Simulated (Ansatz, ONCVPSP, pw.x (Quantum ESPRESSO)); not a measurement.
pw.x on sc Li: one setting changed

Potential: optimised norm-conserving Vanderbilt (ONCV), ONCVPSP 4.0.1, PBE; core none, reference 1s2 2s0.75; waves: 1s+2s: rc 0.90 bohr, ncon 4, nbas 7, qcut 12.3 1/bohr, 2 projectors; p scattering state at 0.06 Ha: rc 0.70 bohr, ncon 3, nbas 7, qcut 12.6 1/bohr, 1 projector; local part: polynomial inside 0.65 bohr (lpopt 5, dvloc0 4 Ha); core correction: none.

The reference run (k-mesh 12³, cutoffs 160/640 Ry, Fermi–Dirac 0.01 Ry, mixing_beta 0.4, conv_thr 1e-9, no spin) gives -0.07 GPa at 20.588 Å³/atom, where all-electron LAPW gives -0.06 GPa. This run, with its own iteration cap, changes ecutrho/ecutwfc to 2.

```
&control
  calculation='scf', prefix='x', pseudo_dir='./', outdir='./tmp', tstress=.true., disk_io='none'
/
&system
  ibrav=0, nat=1, ntyp=1, ecutwfc=160, ecutrho=320, nbnd=8,
  occupations='smearing', smearing='fd', degauss=0.01
/
&electrons
  conv_thr=1e-09, mixing_beta=0.4, electron_maxstep=50
/
ATOMIC_SPECIES
Li 1.0 Li.UPF
CELL_PARAMETERS angstrom
  2.74076239 0.00000000 0.00000000
  0.00000000 2.74076239 0.00000000
  0.00000000 0.00000000 2.74076239
ATOMIC_POSITIONS crystal
Li 0.0000 0.0000 0.0000
K_POINTS automatic
12 12 12 0 0 0
```

```bash
pw.x < Li.scf.in > Li.scf.out
```

**Question.** How does the run end?

**Answer.** It converges in 6 iterations; the free energy moves by -0.6 meV/atom and the pressure by +0.01 GPa. Below 4 the density is truncated and F is no longer variational, so a small shift in one case is no licence.

```
Message from routine set_cutoff:
     ecutrho < 4*ecutwfc, are you sure?
     Message from routine setup:
     using ibrav=0 with symmetry is DISCOURAGED, use correct ibrav instead
     lattice parameter (alat)  =       5.1793  a.u.
     unit-cell volume          =     138.9347 (a.u.)^3
     number of electrons       =         3.00
     number of Kohn-Sham states=            8
     kinetic-energy cutoff     =     160.0000  Ry
     charge density cutoff     =     320.0000  Ry
     scf convergence threshold =      1.0E-09
     Exchange-correlation= PBE
     number of k points=    84  Fermi-Dirac smearing, width (Ry)=  0.0100
     iteration #  1     ecut=   160.00 Ry     beta= 0.40
     total energy              =     -14.86746614 Ry
     estimated scf accuracy    <       0.06081860 Ry
     iteration #  2     ecut=   160.00 Ry     beta= 0.40
     total energy              =     -14.85662380 Ry
     estimated scf accuracy    <       0.01615318 Ry
     iteration #  3     ecut=   160.00 Ry     beta= 0.40
     total energy              =     -14.85857520 Ry
     estimated scf accuracy    <       0.00012390 Ry
     iteration #  4     ecut=   160.00 Ry     beta= 0.40
     total energy              =     -14.85858341 Ry
     estimated scf accuracy    <       0.00000135 Ry
     iteration #  5     ecut=   160.00 Ry     beta= 0.40
     total energy              =     -14.85858372 Ry
     estimated scf accuracy    <       0.00000021 Ry
     iteration #  6     ecut=   160.00 Ry     beta= 0.40
     the Fermi energy is     0.8342 ev
!    total energy              =     -14.85858368 Ry
     estimated scf accuracy    <          7.6E-10 Ry
     smearing contrib. (-TS)   =      -0.00187927 Ry
     The total energy is F=E-TS. E is the sum of the following terms:
     one-electron contribution =     -10.47883310 Ry
     hartree contribution      =       4.15503854 Ry
     xc contribution           =      -3.60256691 Ry
     ewald contribution        =      -4.93034294 Ry
     convergence has been achieved in   6 iterations
          total   stress  (Ry/bohr**3)                   (kbar)     P=       -0.50
     Message from routine punch:
     Nothing written, as per user request (disk_io='none')
```

The run took about 6.9 s on one core of a shared host (Intel(R) Xeon(R) 6975P-C, 192 threads, 378 GiB, load 59).
